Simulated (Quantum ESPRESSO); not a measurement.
# Ge under changes of volume

One of the cells (22.639 Å³/atom); the others are scaled copies at fixed shape and fractional positions:

```xyz
2
Lattice="0.0000 2.8289 2.8289 2.8289 0.0000 2.8289 2.8289 2.8289 0.0000" Properties=species:S:1:pos:R:3 pbc="T T T"
Ge    4.2434    4.2434    4.2434
Ge    2.8289    2.8289    2.8289
```

* Program: Quantum ESPRESSO 7.5
* Functional: PBE
* Potentials or basis: SSSP 1.3 efficiency PBE
* Cutoff: 748 eV
* Density cutoff: 5987 eV
* k mesh: 8 × 8 × 8
* Occupations: fermi-dirac, width 0.05 eV
* Spin: no spin polarisation

```csv
volume (Å³/atom),energy over the lowest point (meV/atom),pressure (GPa)
21.281,64.43,8.9
21.733,?,?
22.186,25.26,5.1
22.639,13.10,3.6
23.092,5.03,2.2
23.545,0.80,0.9
23.997,0.00,-0.2
```

Question: What does the run at 21.733 Å³/atom give?

Answer: Energy over the lowest point 42.15 meV/atom; pressure 6.9 GPa.

Worked out: A Birch-Murnaghan fit of order 3 (a polynomial in V^(-2/3)) to the other rows has its minimum at 23.89 Å³/atom with B0 = V·E''(V) = 58 GPa and B' = 4.7. It gives 42.25 meV/atom at 21.733 Å³/atom, against the run's 42.15, and -dE/dV = 6.9 GPa, against 6.9.

Energies are extrapolated to zero smearing.
